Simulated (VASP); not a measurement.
A run of VASP 6.6.1 is set up as follows.

INCAR

```
SYSTEM = InP
  PREC = Accurate
  ENCUT = 520
  EDIFF = 1E-6
  ISMEAR = -1
  SIGMA = 0.05
  LREAL = .FALSE.
  LASPH = .TRUE.
  NELM = 60
  ALGO = Normal
  ISIF = 2
  LWAVE = .FALSE.
  LCHARG = .FALSE.
  METAGGA = TPSS
  LMIXTAU = .TRUE.
```

KPOINTS

```
Automatic mesh
0
G
  8 8 8
  0 0 0
```

Contents of POSCAR:

```
InP
1.0
    0.0000000000      2.9305000000      2.9305000000
    2.9305000000      0.0000000000      2.9305000000
    2.9305000000      2.9305000000      0.0000000000
In P
1 1
Direct
    0.0000000000      0.0000000000      0.0000000000
    0.7500000000      0.7500000000      0.7500000000
```

The input KPOINTS_OPT:

```
path GXWKGLUWLK,UX
10
line-mode
reciprocal
 0.0000000000  0.0000000000  0.0000000000  G
 0.5000000000  0.0000000000  0.5000000000  X

 0.5000000000  0.0000000000  0.5000000000  X
 0.5000000000  0.2500000000  0.7500000000  W

 0.5000000000  0.2500000000  0.7500000000  W
 0.3750000000  0.3750000000  0.7500000000  K

 0.3750000000  0.3750000000  0.7500000000  K
 0.0000000000  0.0000000000  0.0000000000  G

 0.0000000000  0.0000000000  0.0000000000  G
 0.5000000000  0.5000000000  0.5000000000  L

 0.5000000000  0.5000000000  0.5000000000  L
 0.6250000000  0.2500000000  0.6250000000  U

 0.6250000000  0.2500000000  0.6250000000  U
 0.5000000000  0.2500000000  0.7500000000  W

 0.5000000000  0.2500000000  0.7500000000  W
 0.5000000000  0.5000000000  0.5000000000  L

 0.5000000000  0.5000000000  0.5000000000  L
 0.3750000000  0.3750000000  0.7500000000  K

 0.6250000000  0.2500000000  0.6250000000  U
 0.5000000000  0.0000000000  0.5000000000  X
```

Potentials or basis: VASP PAW PBE potentials, release 64 (In_d, P).

The run is started by

```sh
$ cat potpaw_PBE.64/In_d/POTCAR potpaw_PBE.64/P/POTCAR > POTCAR
$ mpirun -np 1 vasp_std > vasp.out
```

Estimate the band gap along the path.

0.84 eV, direct.

What does it give for the band gap on the k mesh?

0.84 eV, direct.

What does it give for the pressure?

3.0 GPa.

Levels at the corners of the path, in eV from the valence-band top:
```csv
point,band 7,band 8,band 9,band 10,band 11,band 12
Γ,0.00,0.00,0.00,0.84,4.24,4.24
X,-5.76,-2.35,-2.35,1.79,2.34,9.37
X,-5.76,-2.35,-2.35,1.79,2.34,9.37
W,-5.60,-3.00,-2.95,4.33,4.52,5.74
W,-5.60,-3.00,-2.95,4.33,4.52,5.74
K,-5.61,-3.35,-1.96,2.42,4.48,7.68
K,-5.61,-3.35,-1.96,2.42,4.48,7.68
Γ,0.00,0.00,0.00,0.84,4.24,4.24
Γ,0.00,0.00,0.00,0.84,4.24,4.24
L,-5.77,-0.98,-0.98,1.61,4.94,4.94
L,-5.77,-0.98,-0.98,1.61,4.94,4.94
U,-5.61,-3.35,-1.96,2.42,4.48,7.68
U,-5.61,-3.35,-1.96,2.42,4.48,7.68
W,-5.60,-3.00,-2.95,4.33,4.52,5.74
W,-5.60,-3.00,-2.95,4.33,4.52,5.74
L,-5.77,-0.98,-0.98,1.61,4.94,4.94
L,-5.77,-0.98,-0.98,1.61,4.94,4.94
K,-5.61,-3.35,-1.96,2.42,4.48,7.68
U,-5.61,-3.35,-1.96,2.42,4.48,7.68
X,-5.76,-2.35,-2.35,1.79,2.34,9.37
```

Caveat: the PAW data sets were made with another functional, which shifts forces and pressure a little; spin-orbit coupling is left out, which moves the levels of the heavy elements.

**Measured values to compare with.**

A printed reference work, data compilation reports, for a bulk crystal of InP at 1.6 K: band gap 1.4236 eV (direct).

Measured gap of InP: 1.4236 eV (direct; 1.6 K; a printed reference work, data compilation). This calculation gives 0.84 eV (-0.59 eV). Spin-orbit coupling on In is left out. The value is that of TPSS, without temperature or zero-point motion.
